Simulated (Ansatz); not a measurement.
Structures of PtSe₂: which is lowest?

Plane-wave DFT in Ansatz with scalar-relativistic PAW potentials, cutoff 420 eV, Γ-centred meshes chosen by cell and gap, Gaussian smearing with energies taken to zero width. Every cell was relaxed (cell and atoms) in a run of its own, within the symmetry of its start. Functional: PBE.

Relaxed structures (starts from databases or built by putting these elements on another compound's sites):
A. Pnnm, 6 atoms in the computed cell, a = 5.491 Å, b = 5.973 Å, c = 3.912 Å; sites (symmetry × multiplicity) Pt ..2/m × 2, Se ..m × 4; start: built
B. P4/nmm, 6 atoms in the computed cell, a = 3.605 Å, c = 10.769 Å; sites (symmetry × multiplicity) Pt 4mm × 2, Se -4m2 × 2 + 4mm × 2; start: built
C. P-3m1, 3 atoms in the computed cell, a = 3.752 Å, c = 6.501 Å; sites (symmetry × multiplicity) Pt -3m. × 1, Se 3m. × 2; start: database

Problem. Rank them by energy. Could pressure change the order?

Solution.
```csv
structure,group,E − E(lowest) (meV/atom),V (Å³/atom),gap on mesh (eV)
C,P-3m1,0.0,26.41,0.88
A,Pnnm,188,21.38,0.00
B,P4/nmm,523,23.33,0.00
```

C is lowest, 188 meV/atom under A. A is denser by 5.03 Å³/atom, so pressure favours it: ΔE/ΔV, with ΔE in eV and 1 eV/Å³ = 160.2 GPa, gives about 6 GPa for equal enthalpy if both cells were rigid, a rough figure since the two compress differently. Without a dispersion term the weakly bound lowest cell is too large, so ΔV and this pressure are artefacts in part: a slight pressure closes the gap between layers first. Other structures may lie lower than all of these, and vibrations aren't counted.

Spin-orbit coupling is left out, which matters for the bands of heavy elements.